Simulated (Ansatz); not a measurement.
How KBr answers to pressure

```
K Br
1.0
     4.04350    0.00000    0.00000
     0.00000    4.04350    0.00000
     0.00000    0.00000    4.04350
K Br
1 1
Direct
  0.00000 0.00000 0.00000
  0.50000 0.50000 0.50000
```

The cell is the one relaxed in the Materials Project (mp-570891), not relaxed further here; entries there can be hypothetical.

Method: DFT, LDA, all-electron LAPW, scalar-relativistic in Ansatz 0.2.0.

The runs use a Γ-centred 6×6×6 k mesh, Fermi–Dirac smearing of 0.01 eV, basis error target 1 meV/atom, no spin polarisation.

The cell is scaled evenly with fractional coordinates held. Semilocal gaps are too small, but their slopes carry over better.

```json
{"V/V(cell)": "0.9800", "P (GPa)": "-2.44", "gap on the k mesh (eV)": "3.532"}
{"V/V(cell)": "1.0000", "P (GPa)": "-2.64", "gap on the k mesh (eV)": "3.473"}
{"V/V(cell)": "1.0200", "P (GPa)": "-2.82", "gap on the k mesh (eV)": "3.417"}
{"V/V(cell)": "1.0600", "P (GPa)": "-3.10", "gap on the k mesh (eV)": "3.314"}
```

From the rows at 0.9800 and 1.0200, what is the bulk modulus at the cell's volume?

B = −ΔP/Δln V = −[(-2.82) − (-2.44)]/0.04001 = 9.5 GPa. This is the modulus at -2.64 GPa, not at zero pressure.

What are the gap's volume deformation potential and pressure coefficient?

dEg/dln V = (3.417 − 3.532)/0.04001 = -2.87 eV, and dEg/dP = −(dEg/dln V)/B = 302 meV/GPa: pressure widens the gap.

Predict the row at V/V(cell) = 0.9405. How far is a linear estimate of P off?

P = -1.93 GPa, gap 3.660 eV. The linear estimate P(cell) − B ln(V/V(cell)) = -2.06 GPa misses by 0.13 GPa, since the modulus grows under compression.
